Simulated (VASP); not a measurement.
# Al2O3 from a squeezed to a stretched cell, part 2 of 3

Aim: follow Al2O3 from a squeezed to a stretched cell. The starting structure is a measured crystal structure from the Crystallography Open Database. All runs use LDA. The equilibrium cell comes from relaxations that aren't shown. At each volume, shape and positions are relaxed as far as symmetry leaves them free.

VASP 6.6.1.

Results so far: the equilibrium volume -0.1 GPa; 0.96 of the equilibrium volume 11.4 GPa.

### Step 4. Relaxation at 1.04 of the equilibrium volume

Level of this step: LDA; plane waves and PAW (Al, O) (VASP).

Input file INCAR:

```
SYSTEM = Al2O3
PREC = Accurate
ENCUT = 560
EDIFF = 1E-07
NELM = 100
ISMEAR = 0
SIGMA = 0.03
LREAL = .FALSE.
ALGO = Normal
GGA = CA
NBANDS = 34
LORBIT = 11
LWAVE = .FALSE.
LCHARG = .FALSE.
KPAR = 16
IBRION = 2
NSW = 50
ISIF = 4
EDIFFG = -0.003
```

Input file POSCAR:

```
Al2O3
1.0
    2.3983211572      1.3846713666      4.3566457056
   -2.3983211572      1.3846713666      4.3566457056
    0.0000000000     -2.7693427334      4.3566457056
Al O
4 6
Direct
    0.3520071402      0.3520071402      0.3520071402
    0.1479928598      0.1479928598      0.1479928598
    0.6479928598      0.6479928598      0.6479928598
    0.8520071402      0.8520071402      0.8520071402
    0.5557448312      0.9442551688      0.2500000000
    0.2500000000      0.5557448312      0.9442551688
    0.9442551688      0.2500000000      0.5557448312
    0.4442551688      0.0557448312      0.7500000000
    0.7500000000      0.4442551688      0.0557448312
    0.0557448312      0.7500000000      0.4442551688
```

Input file KPOINTS:

```
Automatic mesh
0
Gamma
6 6 6
0 0 0
```

Potentials, in the order of the species: Al and O (LDA family, release 64).

On the command line:

```sh
mpirun -np 16 vasp_std
```

What it wrote:

```text
[... set-up lines as in an earlier step ...]
 entering main loop
       N       E                     dE             d eps       ncg     rms          rms(c)
DAV:   1     0.228619501518E+03    0.22862E+03   -0.26464E+04  2176   0.142E+03
DAV:   2    -0.780906807945E+02   -0.30671E+03   -0.29594E+03  2778   0.297E+02
DAV:   3    -0.912182753311E+02   -0.13128E+02   -0.13081E+02  2806   0.628E+01
DAV:   4    -0.913189085609E+02   -0.10063E+00   -0.10057E+00  2728   0.632E+00
[...]
DAV:  12    -0.830187099366E+02   -0.29801E-06   -0.44973E-06  2716   0.142E-02    0.676E-03
DAV:  13    -0.830187095699E+02    0.36669E-06   -0.13761E-06  2630   0.681E-03    0.164E-03
DAV:  14    -0.830187095668E+02    0.31014E-08   -0.61284E-08  1588   0.154E-03
   1 F= -.83018710E+02 E0= -.83018710E+02  d E =-.830187E+02
[...]
N       E                     dE             d eps       ncg     rms          rms(c)
DAV:   1    -0.830192961527E+02   -0.58658E-03   -0.19100E-01  2260   0.271E+00    0.136E-01
DAV:   2    -0.830193386379E+02   -0.42485E-04   -0.34264E-03  2768   0.336E-01    0.804E-02
DAV:   3    -0.830192016593E+02    0.13698E-03   -0.12103E-04  2694   0.835E-02    0.239E-02
DAV:   4    -0.830191934929E+02    0.81664E-05   -0.50346E-05  2748   0.435E-02    0.526E-03
DAV:   5    -0.830191931485E+02    0.34444E-06   -0.35954E-06  2620   0.123E-02    0.172E-03
DAV:   6    -0.830191931111E+02    0.37362E-07   -0.28033E-07  2298   0.314E-03
   2 F= -.83019193E+02 E0= -.83019193E+02  d E =-.483544E-03
 trial-energy change:   -0.000484  1 .order   -0.000485   -0.001145    0.000175
 step:   0.8674(harm=  0.8674)  dis= 0.00200  next Energy=   -83.019206 (dE=-0.497E-03)
[...]
N       E                     dE             d eps       ncg     rms          rms(c)
DAV:   1    -0.830192064315E+02   -0.13283E-04   -0.33610E-03  2264   0.360E-01    0.181E-02
DAV:   2    -0.830192071406E+02   -0.70907E-06   -0.60093E-05  2766   0.445E-02    0.107E-02
DAV:   3    -0.830192047247E+02    0.24159E-05   -0.21304E-06  2694   0.111E-02    0.317E-03
DAV:   4    -0.830192045815E+02    0.14318E-06   -0.87831E-07  2692   0.575E-03    0.692E-04
DAV:   5    -0.830192045754E+02    0.60977E-08   -0.65193E-08  1284   0.170E-03
   3 F= -.83019205E+02 E0= -.83019205E+02  d E =-.495009E-03
[...]
reached required accuracy - stopping structural energy minimisation
```

It took 19 s on 16 MPI ranks of Intel Xeon Platinum 8375C at 2.90GHz (Ice Lake), shared host; peak memory 4.4 GiB; 5 min of CPU time.

Parts of OUTCAR (step 4):

```text
  Total       -5.1049881     -5.1049881     -5.1281021      0.0000000      0.0000000      0.0000000
  in kB      -94.2210138    -94.2210139    -94.6476214      0.0000000      0.0000000      0.0000000
  external PRESSURE =     -94.3632164 kB  Pullay stress =       0.0000000 kB

 POSITION                                       TOTAL-FORCE (eV/Angst)
 -----------------------------------------------------------------------------------
      0.00000     -0.00000      4.60606         0.000000      0.000000     -0.000656
      0.00000     -0.00000      1.93572         0.000000     -0.000000      0.000656
      0.00000     -0.00000      8.47750         0.000000     -0.000000      0.000656
      0.00000     -0.00000     11.14783         0.000000      0.000000     -0.000656
     -0.93329      1.38395      7.63207        -0.002237     -0.000000      0.000000
     -0.73189     -1.50023      7.63207         0.001119     -0.001937     -0.000000
      1.66518      0.11628      7.63207         0.001119      0.001937      0.000000
      0.93329     -1.38395      5.45148         0.002237      0.000000      0.000000
      0.73189      1.50023      5.45148        -0.001119      0.001937      0.000000
     -1.66518     -0.11628      5.45148        -0.001119     -0.001937     -0.000000
 -----------------------------------------------------------------------------------
    total drift:                               -0.000000     -0.000000      0.000000

  FREE ENERGIE OF THE ION-ELECTRON SYSTEM (eV)
  ---------------------------------------------------
  free  energy   TOTEN  =       -83.0192045754 eV

  energy  without entropy=      -83.0192045754  energy(sigma->0) =      -83.01920458

[... 2 parts as in an earlier step ...]

[... 2 further parts left out ...]
[key lines of the parts left out:]
E-fermi :   5.7072
```

1.04 of the equilibrium volume: 8.681 Å³ an atom and a pressure of -9.44 GPa, and 5.928 eV of gap on the mesh. Further runs on this cell, not shown, give the modes Eg (5) 707.9, A2g (3) 711.8, A2g (1) 290.5 cm⁻¹.

### Step 5. Relaxation at 0.92 of the equilibrium volume

INCAR is that of step 4.

POSCAR, as its differences from that of step 4:

```diff
@@ -2,5 +2,5 @@
 1.0
-    2.3983211572      1.3846713666      4.3566457056
-   -2.3983211572      1.3846713666      4.3566457056
-    0.0000000000     -2.7693427334      4.3566457056
+    2.3022836785      1.3292241024      4.1821898085
+   -2.3022836785      1.3292241024      4.1821898085
+    0.0000000000     -2.6584482050      4.1821898085
 Al O
```

KPOINTS is that of step 4.

On the command line:

```sh
mpirun -np 16 vasp_std
```

What it wrote:

```text
[... set-up lines as in an earlier step ...]
 entering main loop
       N       E                     dE             d eps       ncg     rms          rms(c)
DAV:   1     0.234636421303E+03    0.23464E+03   -0.27299E+04  2176   0.145E+03
DAV:   2    -0.791659152593E+02   -0.31380E+03   -0.30215E+03  2760   0.307E+02
DAV:   3    -0.914488908040E+02   -0.12283E+02   -0.12244E+02  2800   0.615E+01
DAV:   4    -0.915344633811E+02   -0.85573E-01   -0.85524E-01  2688   0.591E+00
[...]
DAV:  12    -0.825970008066E+02    0.14028E-06   -0.16821E-06  2648   0.951E-03    0.555E-03
DAV:  13    -0.825970005929E+02    0.21365E-06   -0.91944E-07  2728   0.576E-03    0.125E-03
DAV:  14    -0.825970005927E+02    0.23465E-09   -0.22930E-08  1404   0.955E-04
   1 F= -.82597001E+02 E0= -.82597001E+02  d E =-.825970E+02
[...]
2 F= -.82599270E+02 E0= -.82599270E+02  d E =-.226951E-02
[...]
3 F= -.82599534E+02 E0= -.82599534E+02  d E =-.253293E-02
[...]
4 F= -.82599543E+02 E0= -.82599543E+02  d E =-.992324E-05
[...]
5 F= -.82599546E+02 E0= -.82599546E+02  d E =-.123878E-04
[...]
reached required accuracy - stopping structural energy minimisation
```

Wall time 28 s (16 MPI ranks); peak memory 4.3 GiB; 7.2 min of CPU time.

OUTCAR, selected parts (step 5):

```text
  Total       12.2239447     12.2239447     12.2499348      0.0000000     -0.0000000      0.0000000
  in kB      255.0409552    255.0409556    255.5832140      0.0000000     -0.0000000      0.0000000
  external PRESSURE =     255.2217082 kB  Pullay stress =       0.0000000 kB

 POSITION                                       TOTAL-FORCE (eV/Angst)
 -----------------------------------------------------------------------------------
      0.00000     -0.00000      4.40493         0.000000      0.000000     -0.000984
      0.00000     -0.00000      1.85463         0.000000     -0.000000      0.000984
      0.00000     -0.00000      8.11419         0.000000     -0.000000      0.000984
      0.00000     -0.00000     10.66448         0.000000      0.000000     -0.000984
     -0.89133      1.33068      7.30282         0.001579      0.000000      0.000000
     -0.70674     -1.43725      7.30282        -0.000789      0.001367     -0.000000
      1.59807      0.10657      7.30282        -0.000789     -0.001367      0.000000
      0.89133     -1.33068      5.21630        -0.001579      0.000000     -0.000000
      0.70674      1.43725      5.21630         0.000789     -0.001367      0.000000
     -1.59807     -0.10657      5.21630         0.000789      0.001367     -0.000000
 -----------------------------------------------------------------------------------
    total drift:                                0.000000     -0.000000      0.000000

  FREE ENERGIE OF THE ION-ELECTRON SYSTEM (eV)
  ---------------------------------------------------
  free  energy   TOTEN  =       -82.5995459073 eV

  energy  without entropy=      -82.5995459073  energy(sigma->0) =      -82.59954591

[... 2 parts as in an earlier step ...]

[... 2 further parts left out ...]
[key lines of the parts left out:]
E-fermi :   7.2628
```

0.92 of the equilibrium volume: 7.679 Å³ an atom and a pressure of 25.52 GPa, and 7.450 eV of gap on the mesh. Further runs on this cell, not shown, give the modes Eg (5) 864.8, A2g (3) 843.4, A2g (1) 351.4 cm⁻¹.

### Step 6. Relaxation at 0.98 of the equilibrium volume

INCAR is that of step 5.

POSCAR, as its differences from that of step 5:

```diff
@@ -2,5 +2,5 @@
 1.0
-    2.3022836785      1.3292241024      4.1821898085
-   -2.3022836785      1.3292241024      4.1821898085
-    0.0000000000     -2.6584482050      4.1821898085
+    2.3512830736      1.3575139163      4.2711991572
+   -2.3512830736      1.3575139163      4.2711991572
+    0.0000000000     -2.7150278329      4.2711991572
 Al O
```

KPOINTS is that of step 5.

On the command line:

```sh
mpirun -np 16 vasp_std
```

What it wrote:

```text
[... set-up lines as in an earlier step ...]
 entering main loop
       N       E                     dE             d eps       ncg     rms          rms(c)
DAV:   1     0.230160605297E+03    0.23016E+03   -0.26885E+04  2176   0.144E+03
DAV:   2    -0.786177447213E+02   -0.30878E+03   -0.29721E+03  2702   0.302E+02
DAV:   3    -0.915487369145E+02   -0.12931E+02   -0.12890E+02  2816   0.629E+01
DAV:   4    -0.916445452165E+02   -0.95808E-01   -0.95746E-01  2704   0.622E+00
[...]
DAV:  12    -0.830808800605E+02   -0.62418E-07   -0.35082E-06  2700   0.129E-02    0.610E-03
DAV:  13    -0.830808797731E+02    0.28739E-06   -0.11306E-06  2670   0.629E-03    0.150E-03
DAV:  14    -0.830808797711E+02    0.19718E-08   -0.36426E-08  1456   0.119E-03
   1 F= -.83080880E+02 E0= -.83080880E+02  d E =-.830809E+02
[...]
N       E                     dE             d eps       ncg     rms          rms(c)
DAV:   1    -0.830810364556E+02   -0.15668E-03   -0.54777E-02  2264   0.146E+00    0.712E-02
DAV:   2    -0.830810480153E+02   -0.11560E-04   -0.95774E-04  2766   0.179E-01    0.423E-02
DAV:   3    -0.830810098023E+02    0.38213E-04   -0.34860E-05  2720   0.452E-02    0.125E-02
DAV:   4    -0.830810077100E+02    0.20923E-05   -0.14221E-05  2756   0.231E-02    0.281E-03
DAV:   5    -0.830810076093E+02    0.10070E-06   -0.10648E-06  2662   0.681E-03    0.841E-04
DAV:   6    -0.830810075975E+02    0.11836E-07   -0.83790E-08  1352   0.186E-03
   2 F= -.83081008E+02 E0= -.83081008E+02  d E =-.127826E-03
 trial-energy change:   -0.000128  1 .order   -0.000127   -0.000331    0.000077
 step:   0.8123(harm=  0.8123)  dis= 0.00101  next Energy=   -83.081014 (dE=-0.134E-03)
[...]
N       E                     dE             d eps       ncg     rms          rms(c)
DAV:   1    -0.830810156943E+02   -0.80849E-05   -0.19297E-03  2258   0.273E-01    0.135E-02
DAV:   2    -0.830810160760E+02   -0.38178E-06   -0.33724E-05  2774   0.335E-02    0.798E-03
DAV:   3    -0.830810147188E+02    0.13572E-05   -0.12471E-06  2718   0.854E-03    0.234E-03
DAV:   4    -0.830810146468E+02    0.72021E-07   -0.50320E-07  2522   0.434E-03
   3 F= -.83081015E+02 E0= -.83081015E+02  d E =-.134876E-03
[...]
reached required accuracy - stopping structural energy minimisation
```

The job ended after 30 s (16 MPI ranks; peak memory 4.3 GiB; 7.7 min of CPU time).

Parts of OUTCAR (step 6):

```text
  Total        2.7561531      2.7561531      2.7636221      0.0000000     -0.0000000      0.0000000
  in kB       53.9838227     53.9838227     54.1301152      0.0000000     -0.0000000      0.0000000
  external PRESSURE =      54.0325869 kB  Pullay stress =       0.0000000 kB

 POSITION                                       TOTAL-FORCE (eV/Angst)
 -----------------------------------------------------------------------------------
     -0.00000     -0.00000      4.50783        -0.000000      0.000000     -0.001592
     -0.00000     -0.00000      1.89573        -0.000000     -0.000000      0.001592
     -0.00000     -0.00000      8.29928        -0.000000     -0.000000      0.001592
     -0.00000     -0.00000     10.91138        -0.000000      0.000000     -0.001592
     -0.91272      1.35786      7.47081         0.000664     -0.000000      0.000000
     -0.71958     -1.46936      7.47081        -0.000332      0.000575     -0.000000
      1.63230      0.11151      7.47081        -0.000332     -0.000575      0.000000
      0.91272     -1.35786      5.33629        -0.000664      0.000000      0.000000
      0.71958      1.46936      5.33629         0.000332     -0.000575      0.000000
     -1.63230     -0.11151      5.33629         0.000332      0.000575     -0.000000
 -----------------------------------------------------------------------------------
    total drift:                               -0.000000      0.000000     -0.000000

  FREE ENERGIE OF THE ION-ELECTRON SYSTEM (eV)
  ---------------------------------------------------
  free  energy   TOTEN  =       -83.0810146468 eV

  energy  without entropy=      -83.0810146468  energy(sigma->0) =      -83.08101465

[... 2 parts as in an earlier step ...]

[... 2 further parts left out ...]
[key lines of the parts left out:]
E-fermi :   6.4330
```

0.98 of the equilibrium volume: 8.180 Å³ an atom and a pressure of 5.40 GPa, and 6.653 eV of gap on the mesh. Further runs on this cell, not shown, give the modes Eg (5) 780.5, A2g (3) 773.7, A2g (1) 323.6 cm⁻¹.

### Step 7. Relaxation at 1.02 of the equilibrium volume

INCAR is that of step 6.

POSCAR, as its differences from that of step 6:

```diff
@@ -2,5 +2,5 @@
 1.0
-    2.3512830736      1.3575139163      4.2711991572
-   -2.3512830736      1.3575139163      4.2711991572
-    0.0000000000     -2.7150278329      4.2711991572
+    2.3828476867      1.3757377542      4.3285375315
+   -2.3828476867      1.3757377542      4.3285375315
+    0.0000000000     -2.7514755086      4.3285375315
 Al O
```

KPOINTS is that of step 6.

On the command line:

```sh
mpirun -np 16 vasp_std
```

What it wrote:

```text
[... set-up lines as in an earlier step ...]
 entering main loop
       N       E                     dE             d eps       ncg     rms          rms(c)
DAV:   1     0.231391092263E+03    0.23139E+03   -0.26483E+04  2176   0.143E+03
DAV:   2    -0.783510253756E+02   -0.30974E+03   -0.29818E+03  2778   0.299E+02
DAV:   3    -0.913697240268E+02   -0.13019E+02   -0.12973E+02  2788   0.627E+01
DAV:   4    -0.914676316248E+02   -0.97908E-01   -0.97846E-01  2688   0.626E+00
[...]
DAV:  12    -0.830903629574E+02   -0.20068E-06   -0.42755E-06  2690   0.139E-02    0.653E-03
DAV:  13    -0.830903626243E+02    0.33309E-06   -0.12669E-06  2668   0.658E-03    0.163E-03
DAV:  14    -0.830903626213E+02    0.29868E-08   -0.52521E-08  1544   0.143E-03
   1 F= -.83090363E+02 E0= -.83090363E+02  d E =-.830904E+02
[...]
N       E                     dE             d eps       ncg     rms          rms(c)
DAV:   1    -0.830905197970E+02   -0.15717E-03   -0.51908E-02  2264   0.142E+00    0.710E-02
DAV:   2    -0.830905304947E+02   -0.10698E-04   -0.93519E-04  2776   0.176E-01    0.422E-02
DAV:   3    -0.830904925757E+02    0.37919E-04   -0.33739E-05  2702   0.442E-02    0.124E-02
DAV:   4    -0.830904904070E+02    0.21686E-05   -0.13874E-05  2772   0.228E-02    0.275E-03
DAV:   5    -0.830904903093E+02    0.97711E-07   -0.99550E-07  2636   0.651E-03
   2 F= -.83090490E+02 E0= -.83090490E+02  d E =-.127688E-03
 trial-energy change:   -0.000128  1 .order   -0.000128   -0.000310    0.000054
 step:   0.8516(harm=  0.8516)  dis= 0.00102  next Energy=   -83.090494 (dE=-0.132E-03)
[...]
N       E                     dE             d eps       ncg     rms          rms(c)
DAV:   1    -0.830904950762E+02   -0.46691E-05   -0.11476E-03  2264   0.210E-01    0.107E-02
DAV:   2    -0.830904953169E+02   -0.24075E-06   -0.20715E-05  2776   0.261E-02    0.641E-03
DAV:   3    -0.830904944654E+02    0.85148E-06   -0.75038E-07  2710   0.661E-03    0.188E-03
DAV:   4    -0.830904944163E+02    0.49091E-07   -0.29481E-07  1866   0.341E-03
   3 F= -.83090494E+02 E0= -.83090494E+02  d E =-.131795E-03
[...]
reached required accuracy - stopping structural energy minimisation
```

The job ended after 30 s (16 MPI ranks; peak memory 4.3 GiB; 7.7 min of CPU time).

From OUTCAR (step 7):

```text
  Total       -2.6433716     -2.6433716     -2.6503049      0.0000000      0.0000000      0.0000000
  in kB      -49.7444262    -49.7444263    -49.8749001      0.0000000      0.0000000      0.0000000
  external PRESSURE =     -49.7879175 kB  Pullay stress =       0.0000000 kB

 POSITION                                       TOTAL-FORCE (eV/Angst)
 -----------------------------------------------------------------------------------
     -0.00000     -0.00000      4.57373         0.000000      0.000000     -0.000307
     -0.00000     -0.00000      1.92256        -0.000000     -0.000000      0.000307
     -0.00000     -0.00000      8.41885        -0.000000     -0.000000      0.000307
     -0.00000     -0.00000     11.07001         0.000000      0.000000     -0.000307
     -0.92654      1.37537      7.57900        -0.000821      0.000000      0.000000
     -0.72784     -1.49009      7.57900         0.000411     -0.000711     -0.000000
      1.65437      0.11472      7.57900         0.000411      0.000711      0.000000
      0.92654     -1.37537      5.41357         0.000821     -0.000000     -0.000000
      0.72784      1.49009      5.41357        -0.000411      0.000711      0.000000
     -1.65437     -0.11472      5.41357        -0.000411     -0.000711     -0.000000
 -----------------------------------------------------------------------------------
    total drift:                                0.000000      0.000000     -0.000000

  FREE ENERGIE OF THE ION-ELECTRON SYSTEM (eV)
  ---------------------------------------------------
  free  energy   TOTEN  =       -83.0904944163 eV

  energy  without entropy=      -83.0904944163  energy(sigma->0) =      -83.09049442

[... 2 parts as in an earlier step ...]

[... 2 further parts left out ...]
[key lines of the parts left out:]
E-fermi :   6.0097
```

1.02 of the equilibrium volume: 8.514 Å³ an atom and a pressure of -4.98 GPa, and 6.162 eV of gap on the mesh. Further runs on this cell, not shown, give the modes Eg (5) 730.8, A2g (3) 731.6, A2g (1) 302.2 cm⁻¹.

(Continued in part 3 of 3.)

[Lines on the potential files, build, host, timing and source positions are cut from VASP's logs without a mark.]

[Logs are printed without paths, hosts, clocks, repeated set-up lines and the standing remarks that a program may print on its own settings, such as how far it seeks lower states.]

[Hosts, paths, dates, database ids (printed as entryN), source tags and the programs' standing remarks are cut or masked in the printed files.]
